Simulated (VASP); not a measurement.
A run of VASP 6.6.1 is set up as follows.

Contents of INCAR:

```
SYSTEM = AlN
ALGO = Normal
EDIFF = 1E-7
EDIFFG = -0.005
ENCUT = 600
GGA = PS
IBRION = 2
ISIF = 3
ISMEAR = 0
LASPH = .True.
LCHARG = .False.
LREAL = .False.
LWAVE = .False.
NELM = 60
NSW = 90
PREC = Accurate
SIGMA = 0.02
```

File KPOINTS:

```
k-points
0
Gamma
  4 4 4
  0 0 0
```

The input POSCAR:

```
AlN
1.0
    0.0000000000      2.1839935600      2.1839935600
    2.1839935600      0.0000000000      2.1839935600
    2.1839935600      2.1839935600      0.0000000000
Al N
1 1
Direct
    0.0000000000      0.0000000000      0.0000000000
    0.2500000000      0.2500000000      0.2500000000
```

Potentials or basis: VASP PAW PBE potentials, release 64 (Al, N).

Launch:

```sh
$ cat potpaw_PBE.64/Al/POTCAR potpaw_PBE.64/N/POTCAR > POTCAR
$ mpirun -np 1 vasp_std > vasp.out
```

(1) What does it give for the relaxed cell?

(2) What does it give for the band gap on the k mesh?

(3) Predict the space group after relaxing (to 0.05 Å).

(4) Predict the relaxed volume.

Answers

(1) a = 3.095 Å, b = 3.095 Å, c = 3.095 Å, α = 60.00°, β = 60.00°, γ = 60.00°.

(2) 3.15 eV, indirect (least direct gap 4.06 eV).

(3) F-43m (No. 216).

(4) 10.48 Å³/atom.

Caveat: the k mesh is coarse (spacing up to 0.62 Å⁻¹), so the values aren't converged; the PAW data sets were made with another functional, which shifts forces and pressure a little.
